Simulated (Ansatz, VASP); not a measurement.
**Two plane-wave programs on Al**

The input INCAR:

```
PREC = Accurate
ENCUT = 600
EDIFF = 1E-7
ISMEAR = -1
SIGMA = 0.05
LREAL = False
LASPH = True
NELM = 60
ALGO = Normal
ISIF = 3
LWAVE = False
LCHARG = False
GGA = PE
IBRION = 2
NSW = 60
EDIFFG = -0.005
```

File KPOINTS:

```
Automatic mesh
0
Gamma
  18 18 18
```

POSCAR

```
Al
1.0
    0.0000000000      2.0199666694      2.0199666694
    2.0199666694      0.0000000000      2.0199666694
    2.0199666694      2.0199666694      0.0000000000
Al
1
Direct
    0.0000000000      0.0000000000      0.0000000000
```

Input for Ansatz:

```yaml
crystal:
  lattice:
    - [0.0, 2.0199666694, 2.0199666694]
    - [2.0199666694, 0.0, 2.0199666694]
    - [2.0199666694, 2.0199666694, 0.0]
  atoms:
    - { symbol: Al, position: [0.0, 0.0, 0.0] }
kpoints:
  mp_grid: { grid: [18, 18, 18] }
scf:
  occupations: { method: fermi_dirac, width: 0.05 }
hamiltonian:
  xc: pbe
  pseudopotentials: { kind: paw }
output:
  forces: true
  stress: true
relax:
  f_tol: 0.005
  max_steps: 40
  cell: {}
```

Alike in both runs: task relaxation of cell and atoms; functional PBE; k mesh 18 × 18 × 18; occupations fermi-dirac, width 0.05 eV; no spin polarisation.

|  | VASP | Ansatz |
| --- | --- | --- |
| version | VASP 6.6.1 | Ansatz 0.2.0 |
| potentials or method | VASP PAW PBE potentials, release 64 (Al) | PAW with Ansatz's default frozen-core files, scalar-relativistic |
| plane-wave cutoff (eV) | 600 | 420 |
| valence electrons in the cell | 3 | 3 |

Ansatz gave:

| Property | Result |
| --- | --- |
| relaxed volume (Å³/atom) | 16.50 |
| relaxed cell length with the largest relative difference (Å) | 2.858 |

**Question.** What did VASP give for the same quantities?

**Answer.** Relaxed volume (Å³/atom): 16.48; relaxed cell length with the largest relative difference (Å): 2.857.

Caveats: the relaxation stopped at its first step, so nothing moved.
